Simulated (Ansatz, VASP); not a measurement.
**One calculation of InPd, two programs**

```xyz
2
Lattice="3.2719 0.0000 0.0000 0.0000 3.2719 0.0000 0.0000 0.0000 3.2719" Properties=species:S:1:pos:R:3 pbc="T T T"
In    0.0000    0.0000    0.0000
Pd    1.6359    1.6359    1.6359
```

The cell comes from a database or a generator and needn't be the stable form of this composition.

Alike in both runs: task relaxation of cell and atoms; functional PBE; dispersion D3(BJ); k mesh 8 × 8 × 8; occupations fermi-dirac, width 0.05 eV; no spin polarisation.

|  | VASP | Ansatz |
| --- | --- | --- |
| version | VASP 6.6.1 | Ansatz 0.2.0 |
| potentials or method | VASP PAW PBE potentials, release 64 (In_d, Pd) | Ansatz PAW |
| plane-wave cutoff (eV) | 600 | 420 |
| valence electrons in the cell | 23 | 31 |

Ansatz gave:

```
gap on the k mesh at the Fermi level, each at its own relaxed structure (eV) : none
relaxed volume (Å³/atom)                                                     : 17.31
relaxed cell length with the largest relative difference (Å)                 : 3.259
```

Question: Which values does VASP return?

Answer: gap on the k mesh at the Fermi level, each at its own relaxed structure (eV): none; relaxed volume (Å³/atom): 17.32; relaxed cell length with the largest relative difference (Å): 3.260.

A gap of «none» marks a metal or a gap that the smearing closes. The two sets of potentials don't hold the same shells in valence.

Caveats: pairwise dispersion overbinds metals, which lowers pressure and volume; the plane-wave basis is chosen anew once the cell has moved, so the energies of steps on either side of that aren't comparable (Ansatz).
